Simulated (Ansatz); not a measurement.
Crystal: CO2.

```xyz
6
Lattice="-1.9747 1.9747 3.0141 1.9747 -1.9747 3.0141 1.9747 1.9747 -3.0141" Properties=species:S:1:pos:R:3 pbc="T T T"
O     1.3223    0.9874    3.7676
O     0.6525    0.9874    0.7535
O     2.9621    0.6525   -0.7535
O    -0.9874    1.3223    2.2605
C     0.0000    0.0000    0.0000
C     0.0000    1.9747    1.5070
```

The cell comes from a database or a generator and needn't be the stable form of this composition.

Base run:

- Program: Ansatz 0.2.0
- Functional: r2SCAN
- Potentials or basis: Ansatz PAW
- Cutoff: 500 eV
- Density cutoff: 2000 eV
- k mesh: 10 × 10 × 10
- Occupations: fixed
- Spin: no spin polarisation

Its results: band gap on the k mesh 8.51 eV, indirect (least direct gap 8.91 eV); pressure -7.9 GPa; largest force 0.272 eV/Å.

Problem. The run is repeated on the same cell with these changes: functional from r2SCAN to LDA; cutoff from 500 eV to 420 eV; density cutoff from 2000 eV to 1680 eV; level from r2scan to lda. What comes out?

Solution. Band gap on the k mesh 7.46 eV, indirect (least direct gap 7.94 eV); pressure -14.0 GPa; largest force 0.552 eV/Å.

Caveats: the PAW data sets come from PBE, with cores solved anew for the run's functional, which leaves a small shift of forces and pressure.

Not every run made on this cell is shown here.
